TaN (P-6m2, 2 atoms) in Ansatz 0.2.0 with scalar-relativistic PBE, no spin polarization; measured cell (COD) scaled at fixed shape. All-electron LAPW (basis error target 0.25 meV/atom) and frozen-core PAW (default datasets, 420 eV cutoff) use 12×12×10 k points and 0.02 eV Fermi-Dirac smearing. Pressure is positive in compression; Vzz is the largest in size among the nuclei.

| V/V(given) | volume (Å³/atom) | pressure, LAPW (GPa) | energy above the lowest row, LAPW (meV/atom) | largest Vzz, PAW (1e21 V/m^2) |
| --- | --- | --- | --- | --- |
| 0.9600 | 10.34 | 20.67 | 35.5 | 4.72 |
| 0.9800 | 10.56 | 12.34 | 13.4 | 5.02 |
| 1.0000 | 10.78 | 4.84 | 1.9 | 5.30 |
| 1.0200 | 10.99 | -1.91 | 0.0 | 5.55 |
| 1.0400 | 11.21 | -7.98 | 6.7 | 5.79 |

The table follows tungsten-carbide-type TaN, a semimetal whose filled and empty bands overlap by about half an eV, through an 8 % range of volume. Each volume was run at two levels of theory, both with the PBE functional. LAPW treats all electrons explicitly, whereas frozen-core PAW keeps the deep shells as they are in the free atom. The practical question is where the cheaper PAW suffices, and where another choice, such as the volume itself, decides the result.

For the pressure, PAW suffices. Its values lie below the LAPW pressures by 0.03 GPa in the smallest cell and by 0.25 GPa in the largest, while the pressure itself runs over almost 29 GPa. The energies above the lowest row agree within 0.5 meV/atom. The printed output after this text lists both comparisons row by row.

The electronic structure explains why so little is lost. Bonding in TaN rests on the Ta 5d and N 2p electrons, and a change of volume acts mainly on them. PAW treats these explicitly, together with the Ta 5s and 5p shells, which reach far enough out to feel the neighbours. The filled Ta 4f shell is frozen, but it lies about 20 eV below the Fermi level and hardly takes part in bonding. Its shape should therefore hardly respond to a change of volume. PAW still includes the forces between the frozen shell and the outer electrons, so only the energy of the shell's own small adjustment is lost. That loss grows with the square of the adjustment, which keeps it small.

How much a pressure error matters depends on the stiffness of the solid. The bulk modulus is $B=-V\,dP/dV$, where $V$ is the volume and $P$ the pressure. A small pressure error $\Delta P$ therefore shifts the volume of zero pressure by

$$\frac{\Delta V}{V}\approx\frac{\Delta P}{B}.$$

Near zero pressure the two levels differ by about 0.2 GPa, and the LAPW pressures around the fourth row give $B\approx 327$ GPa. The estimate is $0.2/327\approx 0.0006$, or 0.06 % of the volume. Interpolating each pressure curve to zero gives the same 0.06 %, with PAW on the smaller side. In a solid with a bulk modulus of 50 GPa, the same pressure error would cost 0.4 %.

The gap between the levels should not be blamed on the frozen 4f shell alone. An energy error of 0.25 meV/atom, the tolerance set for the LAPW basis, would change the mean pressure between neighbouring rows by 0.19 GPa if it did not cancel. That is the size of the gap itself, but the error estimated for the LAPW basis in the second row is only about a third of the tolerance. This basis alone is thus unlikely to explain the whole gap. The frozen shells, the PAW datasets and the two basis sets may all contribute, and these runs do not separate them.

The choice of cell is a much larger step. At the measured cell, V/V(given) = 1, LAPW gives a pressure of 4.84 GPa, about 30 times its difference from PAW there. The pressure vanishes only at a volume 1.4 % larger, which means cell edges about 0.5 % longer. Going from PAW to LAPW leaves this offset in place, so its origin lies in something the two levels share or in the measured cell.

PBE is a plausible source, because it often makes solids slightly too large. The calculation also leaves out spin-orbit coupling and the vibrations of the atoms. Zero-point motion normally pushes a lattice outward, so including it would be expected to widen the offset. A real sample may also deviate from the ideal composition, and some cells in databases were measured under pressure, which has not been ruled out here. The present runs cannot tell these shares from that of PBE.

For energies the consequence is milder, because the curve is flat near its minimum. The measured cell lies 1.9 meV/atom above the lowest row in LAPW. This matters when two phases are compared to within a few meV/atom, and it exceeds the PAW error in the same row, 0.2 meV/atom. Each phase should then be taken at its own PBE volume, which PAW finds well enough.

One technical setting can spoil a PAW pressure by more than the whole difference between PAW and LAPW. At a fixed plane-wave cutoff a larger cell holds more plane waves, so the basis changes along the scan. The stress needs a correction for this, which amounts to 0.46 GPa at the measured cell. The PAW pressures here contain it: averaged over the scan they agree with the slope of the PAW energies within 0.01 GPa. This comparison of pressure with energy slope is a cheap test for any volume scan.

The shape of the cell was held while its volume changed. In the smallest cell the LAPW stress along the hexagonal axis exceeds that across it by 2.9 GPa, over ten times the largest difference between PAW and LAPW. The tabulated pressure is the average over the three directions. Anyone who needs the separate cell edges under load should relax the shape at each volume before paying for a higher level of theory.

The electric field gradient calls for a different judgement. It measures how far the charge around a nucleus departs from cubic or spherical symmetry, and together with the quadrupole moment of the nucleus it sets the quadrupole splitting seen in resonance experiments. The column "largest Vzz", computed with PAW, rises by 23 % from the smallest cell to the largest. Fixed point charges on the same expanding lattice would give a fall of 8 %, since their field gradient scales as $1/V$. Fixed ions alone therefore cannot explain the rise, and the electron clouds around the nucleus must play a part.

In the fourth row the largest gradient sits on Ta, where it is about forty times that on N. Charge at distance $r$ from a nucleus contributes with a weight $1/r^3$, so a slight distortion of the inner parts of the Ta 5p and 5d shells can outweigh all the neighbouring ions. Which of these shells drives the rise is left undecided by the table.

The same weight limits what the good PAW pressures can promise. Pressure reflects how the total energy responds to volume, and errors close to the nucleus largely cancel in it. The field gradient probes exactly that inner region. Frozen-core PAW keeps the frozen shells spherical, so whatever their distortion would add to the gradient is missing. Spin-orbit coupling, strong in Ta, could change the gradient as well, and without a band gap the result can move with the mesh of k points. The 23 % rise is thus a PAW result at one mesh, and its absolute size is less secure than the pressure.

The choice of volume can at least be put in numbers. Moving from the measured cell to the LAPW volume of zero pressure raises Vzz by 3.4 %, whereas the small difference between the PAW and LAPW volumes changes it by only 0.1 %. An all-electron scan made only to find the volume is therefore a poor investment for the field gradient. An all-electron calculation of the gradient itself, at one well-chosen volume, would be a better one.

Electron counts give a rough idea of the cost. At the measured cell LAPW treats 52 electrons as bands and PAW 18. Each run also carries some empty bands, which makes 32 bands in LAPW and 13 in PAW in the second row. Steps that grow with the square of the number of bands then cost about six times as much, before the larger effort per band in LAPW is counted. A sensible order of work is to scan volumes with PAW, confirm the pressure with LAPW at one or two of them, and spend the remaining effort on the field gradient at the chosen volume: first a denser k mesh, then LAPW, then spin-orbit coupling.

Output of the analysis:

```
PAW against LAPW:
   row  PAW pressure GPa  LAPW minus PAW pressure GPa  PAW energy above lowest row meV/atom  PAW minus LAPW energy meV/atom  LAPW stress zz minus xx GPa
  0.96             20.64                      0.02653                                    35                            -0.5                        2.906
  0.98             12.24                      0.09974                                 12.95                           -0.45                        1.948
   1.0             4.681                       0.1588                                   1.7                            -0.2                         1.09
  1.02            -2.118                       0.2077                                     0                               0                       0.3196
  1.04            -8.233                       0.2534                                  7.05                            0.35                       -0.371
Zero-pressure volume over given volume, LAPW, linear interpolation: 1.014
Zero-pressure volume over given volume, PAW, linear interpolation: 1.014
PAW minus LAPW zero-pressure volume in percent: -0.05623
Cell edges at LAPW zero pressure against given cell in percent: 0.4758
Bulk modulus at scale 1.02 from neighbouring rows, LAPW, GPa: 326.9
Bulk modulus at scale 1.02 from neighbouring rows, PAW, GPa: 329.3
PAW minus LAPW bulk modulus in percent: 0.7386
Mean pressure over the scan from LAPW energies, GPa: 5.353
Mean pressure over the scan from LAPW pressures (Simpson), GPa: 5.341
Mean pressure over the scan from PAW energies, GPa: 5.195
Mean pressure over the scan from PAW pressures (Simpson), GPa: 5.189
Basis correction within the PAW pressure at scale 1.00, GPa: 0.4598
Pressure equal to 0.25 meV/atom between neighbouring rows, GPa: 0.1859
LAPW pressure at given cell over PAW-LAPW gap there: 30.49
Rise of Vzz over the scan in percent: 22.67
Change of Vzz for fixed point charges (1/V) in percent: -7.692
Vzz at LAPW zero-pressure volume, 1e21 V/m^2: 5.479
Vzz change from given to LAPW zero-pressure volume in percent: 3.382
Vzz change from LAPW to PAW zero-pressure volume in percent: -0.1301
Electrons treated as bands, LAPW over PAW at scale 1.00: 2.889
```
